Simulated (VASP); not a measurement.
# BN (F-43m) in VASP: notebook, part 3 of 3

VASP 6.6.1.

## 4. Band structure, PW91

The input, POSCAR:

```
BN
1.0
    0.0000000000      1.8130010000      1.8130010000
    1.8130010000      0.0000000000      1.8130010000
    1.8130010000      1.8130010000      0.0000000000
N B
1 1
Direct
    0.2500000000      0.2500000000      0.2500000000
    0.0000000000      0.0000000000      0.0000000000
```

The input, INCAR.step1:

```
PREC = Accurate
ENCUT = 520
EDIFF = 1E-6
ISMEAR = -1
SIGMA = 0.05
LREAL = F
LASPH = T
NELM = 60
ALGO = Normal
ISIF = 2
LWAVE = F
LCHARG = T
GGA = 91
```

The input, KPOINTS.step1:

```
Automatic mesh
0
Gamma
  13 13 13
```

The input, INCAR.step2:

```
PREC = Accurate
ENCUT = 520
EDIFF = 1E-6
ISMEAR = 0
SIGMA = 0.05
LREAL = F
LASPH = T
NELM = 60
ALGO = Normal
ISIF = 2
LWAVE = F
LCHARG = F
GGA = 91
ICHARG = 11
```

The input, KPOINTS.step2:

```
path GXWKGLUWLK,UX
10
line-mode
reciprocal
 0.0000000000  0.0000000000  0.0000000000  G
 0.5000000000  0.0000000000  0.5000000000  X

 0.5000000000  0.0000000000  0.5000000000  X
 0.5000000000  0.2500000000  0.7500000000  W

 0.5000000000  0.2500000000  0.7500000000  W
 0.3750000000  0.3750000000  0.7500000000  K

 0.3750000000  0.3750000000  0.7500000000  K
 0.0000000000  0.0000000000  0.0000000000  G

 0.0000000000  0.0000000000  0.0000000000  G
 0.5000000000  0.5000000000  0.5000000000  L

 0.5000000000  0.5000000000  0.5000000000  L
 0.6250000000  0.2500000000  0.6250000000  U

 0.6250000000  0.2500000000  0.6250000000  U
 0.5000000000  0.2500000000  0.7500000000  W

 0.5000000000  0.2500000000  0.7500000000  W
 0.5000000000  0.5000000000  0.5000000000  L

 0.5000000000  0.5000000000  0.5000000000  L
 0.3750000000  0.3750000000  0.7500000000  K

 0.6250000000  0.2500000000  0.6250000000  U
 0.5000000000  0.0000000000  0.5000000000  X
```

Potentials or basis: VASP PAW PBE potentials, release 64 (N, B).

The run is started by

```sh
$ cat potpaw_PBE.64/N/POTCAR potpaw_PBE.64/B/POTCAR > POTCAR
$ cp INCAR.step1 INCAR
$ cp KPOINTS.step1 KPOINTS
$ mpirun -np 1 vasp_std > vasp.out
$ cp INCAR.step2 INCAR
$ cp KPOINTS.step2 KPOINTS
$ mpirun -np 1 vasp_std > vasp.out
```

OUTCAR:

```text
PREC = Accurate
   ENCUT = 520
   EDIFF = 1E-6
   ISMEAR = 0
   LREAL = F
   LASPH = T
   NELM = 60
   ISIF = 2
   GGA = 91
   ICHARG = 11

 ion  position               nearest neighbor table
   1  0.250  0.250  0.250-   2 1.57   2 1.57   2 1.57   2 1.57
   2  0.000  0.000  0.000-   1 1.57   1 1.57   1 1.57   1 1.57

  LATTYP: Found a face centered cubic cell.
 ALAT       =     3.6260020000

  Lattice vectors:

 A1 = (   0.0000000000,   1.8130010000,   1.8130010000)
 A2 = (   1.8130010000,   0.0000000000,   1.8130010000)
 A3 = (   1.8130010000,   1.8130010000,   0.0000000000)

Analysis of symmetry for initial positions (statically):
=====================================================================
 Subroutine PRICEL returns:
 Original cell was already a primitive cell.

 Routine SETGRP: Setting up the symmetry group for a
 face centered cubic supercell.

 Subroutine GETGRP returns: Found 24 space group operations
 (whereof 24 operations were pure point group operations)
 out of a pool of 48 trial point group operations.

The static configuration has the point symmetry T_d .

Analysis of symmetry for dynamics (positions and initial velocities):
=====================================================================
 Subroutine PRICEL returns:
 Original cell was already a primitive cell.

 Routine SETGRP: Setting up the symmetry group for a
 face centered cubic supercell.

 Subroutine GETGRP returns: Found 24 space group operations
 (whereof 24 operations were pure point group operations)
 out of a pool of 48 trial point group operations.

The dynamic configuration has the point symmetry T_d .

 Subroutine INISYM returns: Found 24 space group operations
 (whereof 24 operations are pure point group operations),
 and found     1 'primitive' translations

----------------------------------------------------------------------------------------

                                     Primitive cell

  volume of cell :      11.9186

  direct lattice vectors                    reciprocal lattice vectors
     0.000000000  1.813001000  1.813001000    -0.275785838  0.275785838  0.275785838
     1.813001000  0.000000000  1.813001000     0.275785838 -0.275785838  0.275785838
     1.813001000  1.813001000  0.000000000     0.275785838  0.275785838 -0.275785838

  length of vectors
     2.563970603  2.563970603  2.563970603     0.477675083  0.477675083  0.477675083

  position of ions in fractional coordinates (direct lattice)
     0.250000000  0.250000000  0.250000000
     0.000000000  0.000000000  0.000000000

  ion indices of the primitive-cell ions
   primitive index   ion index
                 1           1
                 2           2

----------------------------------------------------------------------------------------

 KPOINTS: path GXWKGLUWLK,UX

Interpolating k-points between supplied coordinates.

 Line segments in fractional coordinates (reciprocal lattice):
    0.000000  0.000000  0.000000  ...  0.500000  0.000000  0.500000
    0.500000  0.000000  0.500000  ...  0.500000  0.250000  0.750000
    0.500000  0.250000  0.750000  ...  0.375000  0.375000  0.750000
    0.375000  0.375000  0.750000  ...  0.000000  0.000000  0.000000
    0.000000  0.000000  0.000000  ...  0.500000  0.500000  0.500000
    0.500000  0.500000  0.500000  ...  0.625000  0.250000  0.625000
    0.625000  0.250000  0.625000  ...  0.500000  0.250000  0.750000
    0.500000  0.250000  0.750000  ...  0.500000  0.500000  0.500000
    0.500000  0.500000  0.500000  ...  0.375000  0.375000  0.750000
    0.625000  0.250000  0.625000  ...  0.500000  0.000000  0.500000

 Generated    10 points on each line segment, for a total of    100 k-points:

 Following reciprocal coordinates:
            Coordinates               Weight
  0.000000  0.000000  0.000000      0.010000
  0.055556  0.000000  0.055556      0.010000
  0.111111  0.000000  0.111111      0.010000
  0.166667  0.000000  0.166667      0.010000
  0.222222  0.000000  0.222222      0.010000
  0.277778  0.000000  0.277778      0.010000
[... 16 lines left out ...]
  0.472222  0.277778  0.750000      0.010000
  0.458333  0.291667  0.750000      0.010000
 [... further k-points ...]
   k-points           NKPTS =    100   k-points in BZ     NKDIM =    100   number of bands    NBANDS=      8
   number of dos      NEDOS =    301   number of ions     NIONS =      2
   total plane-waves  NPLWV =   8000
   dimension x,y,z NGX =    20 NGY =   20 NGZ =   20
   dimension x,y,z NGXF=    40 NGYF=   40 NGZF=   40
   ions per type =               1   1
   NGX,Y,Z   is equivalent  to a cutoff of  12.97, 12.97, 12.97 a.u.
   NGXF,Y,Z  is equivalent  to a cutoff of  25.94, 25.94, 25.94 a.u.
 SYSTEM =  unknown system
   PREC   = accura    normal or accurate (medium, high low for compatibility)
   ISTART =      0    job   : 0-new  1-cont  2-samecut
   ICHARG =     11    charge: 1-file 2-atom 10-const
   ISPIN  =      1    spin polarized calculation?
   LNONCOLLINEAR =      F non collinear calculations
   LSORBIT =      F    spin-orbit coupling
   LASPH  =      T    aspherical Exc in radial PAW
   ENCUT  =  520.0 eV  38.22 Ry    6.18 a.u.   4.77  4.77  4.77*2*pi/ulx,y,z
   NELM   =     60;   NELMIN=  2; NELMDL=  0     # of ELM steps
   EDIFF  = 0.1E-05   stopping-criterion for ELM
   LREAL  =      F    real-space projection
   EDIFFG = 0.1E-04   stopping-criterion for IOM
   NSW    =      0    number of steps for IOM
   IBRION =     -1    ionic relax: 0-MD 1-quasi-New 2-CG
   NFREE  =      0    steps in history (QN), initial steepest desc. (CG)
   ISIF   =      2    stress and relaxation
   ISYM   =      2    0-nonsym 1-usesym 2-fastsym
   POTIM  = 0.5000    time-step for ionic-motion
   TEBEG  =    0.0;   TEEND  =   0.0 temperature during run
   PSTRESS=    0.0 pullay stress
   NELECT =       8.0000    total number of electrons
   NUPDOWN=      -1.0000    fix difference up-down
   EMIN   =  10.00;   EMAX   =-10.00  energy-range for DOS
   EFERMI =   0.00;   METHOD = LEGACY
   ISMEAR =     0;   SIGMA  =   0.05  broadening in eV -4-tet -1-fermi 0-gaus
   EFERMI_NEDOS =   21; number of points for ismear=-14 and -15
   IALGO  =     38    algorithm
   IMIX   =      4    mixing-type and parameters
     AMIX     =   0.40;   BMIX     =  1.00
     AMIX_MAG =   1.60;   BMIX_MAG =  1.00
  volume/ion in A,a.u.               =       5.96        40.22
  Fermi-wavevector in a.u.,A,eV,Ry     =   1.433387  2.708709 27.954506  2.054598
  Thomas-Fermi vector in A             =   2.552911
   LORBIT       =      0    0 simple, 1 ext, 2 COOP (PROOUT), +10 PAW based schemes
   GGA     = 91    functional components
   LHFCALC =     F    Hartree Fock is set to
   AEXX    =    0.0000 exact exchange contribution
   IVDW    =     0    specifies the selected vdW correction
   LEPSILON=     F    determine dielectric tensor
   LRPA    =     F    only Hartree local field effects (RPA)
 non-spin polarized calculation
 Gauss-broadening in eV      SIGMA  =   0.05
  energy-cutoff  :      520.00
  volume of cell :       11.92
 maximum number of plane-waves:       332
 NGX is ok and might be reduce to    20

 number of electron       7.9999999 magnetization

 Free energy of the ion-electron system (eV)
  ---------------------------------------------------
  ext. energy  EPLUGINS =         0.00000000
  ---------------------------------------------------
  free energy    TOTEN  =       -18.10034950 eV

  energy without entropy =      -18.10034950  energy(sigma->0) =      -18.10034950

 E-fermi :   7.4755     XC(G=0): -12.7890

 val. band max:        7.2270193470   @ k =   0.0000   0.0000   0.0000
 cond. band min:      11.7278055181   @ k =   0.5000   0.0000   0.5000
 fundamental gap:      4.5007861711
 Fermi energy:         7.4754509058

 k-point     1 :       0.0000    0.0000    0.0000
  band No.  band energies     occupation
      1     -12.8556      2.00000
      2       7.2270      2.00000
      3       7.2270      2.00000
      4       7.2270      2.00000
      5      16.0289      0.00000
      6      16.0289      0.00000
      7      16.0289      0.00000
      8      17.4687      0.00000
[... 243 lines left out ...]
 k-point    24 :       0.4583    0.2917    0.7500
  band No.  band energies     occupation
      1      -7.0995      2.00000
      2      -0.5219      2.00000
      3       0.0609      2.00000
      4       1.6221      2.00000
      5      16.0872      0.00000
      6      20.3978      0.00000
      7      21.3226      0.00000
      8      22.9930      0.00000

 [... further k-points ...]

------------------------ aborting loop because EDIFF is reached ----------------------------------------

  FORCE on cell =-STRESS in cart. coord.  units (eV):
  Direction    XX          YY          ZZ          XY          YZ          ZX
  --------------------------------------------------------------------------------------
  -------------------------------------------------------------------------------------
  Total       -0.6189936     -0.6189936     -0.6189936     -0.0000000      0.0000000     -0.0000000
  in kB      -83.2094474    -83.2094474    -83.2094474     -0.0000000      0.0000000     -0.0000000
  external PRESSURE =     -83.2094474 kB  Pullay stress =       0.0000000 kB

 VOLUME and BASIS-vectors are now :
 -----------------------------------------------------------------------------
  energy-cutoff  :      520.00
  volume of cell :       11.92
      direct lattice vectors                 reciprocal lattice vectors
     0.000000000  1.813001000  1.813001000    -0.275785838  0.275785838  0.275785838
     1.813001000  0.000000000  1.813001000     0.275785838 -0.275785838  0.275785838
     1.813001000  1.813001000  0.000000000     0.275785838  0.275785838 -0.275785838

 POSITION                                       TOTAL-FORCE (eV/Angst)
 -----------------------------------------------------------------------------------
      0.90650      0.90650      0.90650         0.000000      0.000000      0.000000
      0.00000      0.00000      0.00000        -0.000000     -0.000000     -0.000000
 -----------------------------------------------------------------------------------
    total drift:                                0.000000      0.000000      0.000000

  FREE ENERGIE OF THE ION-ELECTRON SYSTEM (eV)
  ---------------------------------------------------
  free  energy   TOTEN  =       -18.1003494982 eV

  energy  without entropy=      -18.1003494982  energy(sigma->0) =      -18.10034950
```

Run time: 12 s. Hardware: 1 thread of Intel Xeon Platinum 8259CL at 2.50GHz (Skylake/Cascade Lake), shared host; peak memory 0.12 GiB.

What came out:

- Band gap on the k mesh: 4.57 eV, indirect (least direct gap 8.80 eV)
- Band gap along the path: 4.50 eV, indirect (least direct gap 8.80 eV)

Levels at the corners of the path, in eV from the valence-band top:
```tsv
point	band 2	band 3	band 4	band 5	band 6	band 7
Γ	0.00	0.00	0.00	8.80	8.80	8.80
X	-8.83	-4.84	-4.84	4.50	9.21	17.77
X	-8.83	-4.84	-4.84	4.50	9.21	17.77
W	-7.52	-6.87	-6.42	9.58	13.23	14.47
W	-7.52	-6.87	-6.42	9.58	13.23	14.47
K	-8.05	-7.56	-4.03	6.92	12.81	15.71
K	-8.05	-7.56	-4.03	6.92	12.81	15.71
Γ	0.00	0.00	0.00	8.80	8.80	8.80
Γ	0.00	0.00	0.00	8.80	8.80	8.80
L	-10.57	-1.92	-1.92	10.06	10.68	10.68
L	-10.57	-1.92	-1.92	10.06	10.68	10.68
U	-8.05	-7.56	-4.03	6.92	12.81	15.71
U	-8.05	-7.56	-4.03	6.92	12.81	15.71
W	-7.52	-6.87	-6.42	9.58	13.23	14.47
W	-7.52	-6.87	-6.42	9.58	13.23	14.47
L	-10.57	-1.92	-1.92	10.06	10.68	10.68
L	-10.57	-1.92	-1.92	10.06	10.68	10.68
K	-8.05	-7.56	-4.03	6.92	12.81	15.71
U	-8.05	-7.56	-4.03	6.92	12.81	15.71
X	-8.83	-4.84	-4.84	4.50	9.21	17.77
```

Caveat: the log is that of the step along the path at fixed density, whose energy, stress, charges and moments have no meaning; the PAW data sets were made with another functional, which shifts forces and pressure a little.

## 5. For comparison

An earlier run on the cell as given: functional PBEsol; potentials or basis VASP PAW PBE potentials, release 64 (N, B); cutoff 520 eV; k mesh 13 × 13 × 13; occupations fermi-dirac, width 0.05 eV; no spin polarisation.

- Pressure: -5.7 GPa
- Band gap on the k mesh: 4.34 eV, indirect (least direct gap 8.72 eV)

## 6. Overview

| task | level | ladder | gap on the mesh (eV) | pressure (GPa) |
| --- | --- | --- | --- | --- |
| band structure | revPBE | - | 4.54 | 4.3 |
| band structure | BLYP | - | 4.94 | - |
| band structure | PW91 | - | 4.57 | - |
| single point | PBEsol | free | 4.34 | -5.7 |

Alike in all rows: potentials or basis VASP PAW PBE potentials, release 64 (N, B); no spin polarisation; cell as given; k mesh 13 × 13 × 13; cutoff (eV) 520; smearing fermi-dirac 0.05 eV.

On the cell as given the gap runs from 4.34 eV (PBEsol) to 4.87 eV (BLYP).

Caveats: the PAW data sets were made with another functional, which shifts forces and pressure a little; an odd mesh through Γ misses points on the zone boundary, where band edges often lie (some runs).

Absolute energies hang on the potentials; compare differences alone.

## 7. Against experiment

Step 2. A measured gap of BN is 6.4 eV (indirect; 300 K; a printed reference work, monograph); the calculated 4.47 eV misses it by -1.93 eV. The value is that of revPBE, without temperature or zero-point motion. Semilocal functionals fall short of measured gaps as a rule. The cell is a database's relaxed one, not the measured one, which moves gaps too.

Step 3. A measured gap of BN is 6.4 eV (indirect; 300 K; a printed reference work, monograph); the calculated 4.87 eV misses it by -1.53 eV. The value is that of BLYP, without temperature or zero-point motion. Semilocal functionals fall short of measured gaps as a rule. The cell is a database's relaxed one, not the measured one, which moves gaps too.

Step 4. Against the measured gap of BN, 6.4 eV (indirect; 300 K; a printed reference work, monograph), the calculated 4.50 eV is off by -1.90 eV. The value is that of PW91, without temperature or zero-point motion. Semilocal functionals fall short of measured gaps as a rule. The cell is a database's relaxed one, not the measured one, which moves gaps too.
